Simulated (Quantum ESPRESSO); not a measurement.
Runs of Quantum ESPRESSO 7.5 on TaN. It takes space group Fm-3m (No. 225, cubic). The conventional cell has a = 4.423 Å, b = 4.423 Å, c = 4.423 Å, α = 90.00°, β = 90.00°, γ = 90.00°. Ta (site symmetry m-3m) is surrounded by 6 N at 2.21 Å. N (site symmetry m-3m) is surrounded by 6 Ta at 2.21 Å. The cell comes from a database or a generator and needn't be the stable form of this composition.

```tsv
task	level	potentials or basis	spin	U	cutoff (eV)	mixing beta	hubbard projectors	dos occupations	gap on the mesh (eV)	pressure (GPa)
band structure	PBEsol	PseudoDojo 0.4.1 SR PBE standard	off	-	1143	0.5	-	-	none	(c)
projected density of states	PBEsol+U	GBRV 1.5 PBEsol	off	Ta d U = 4 eV	762	0.3	ortho-atomic	tetrahedra_opt	none	-7.1
projected density of states	PBEsol+U	GBRV 1.5 PBEsol	off	Ta d U = 2 eV	762	0.3	ortho-atomic	tetrahedra_opt	none	(b)
projected density of states	PBEsol+U	GBRV 1.5 PBEsol	off	Ta d U = 3 eV	762	0.3	ortho-atomic	tetrahedra_opt	none	-8.1
band structure	PBEsol	PseudoDojo 0.4 FR PBE standard	SOC, no magnetisation	-	1143	0.5	-	-	none	-9.6
projected density of states	PBEsol+U	GBRV 1.5 PBEsol	off	Ta d U = 5 eV	762	0.3	ortho-atomic	tetrahedra_opt	none	-6.1
projected density of states	PBEsol	GBRV 1.5 PBEsol	off	-	762	0.5	ortho-atomic	tetrahedra_opt	none	(a)
projected density of states	PBEsol+U	GBRV 1.5 PBEsol	off	Ta d U = 6 eV	762	0.3	ortho-atomic	tetrahedra_opt	none	-4.9
```

Alike in all rows: cell as given; k mesh 10 × 10 × 10; smearing fermi-dirac 0.05 eV.

Q: Fill in the values left out.

A: (a) -10.8; (b) -9.1; (c) -10.1.

Caveats: U without spin polarisation on a metal has little footing (some runs); the potentials were made for another functional, which shifts forces and pressure (some runs); spin-orbit coupling is left out, which moves the levels of the heavy elements (some runs).

A k mesh can miss the band edges, and rows without SOC leave out spin-orbit coupling on Ta.

A gap of «none» marks a metal or a gap under the smearing width.

Runs at the PBE level aren't shown here.
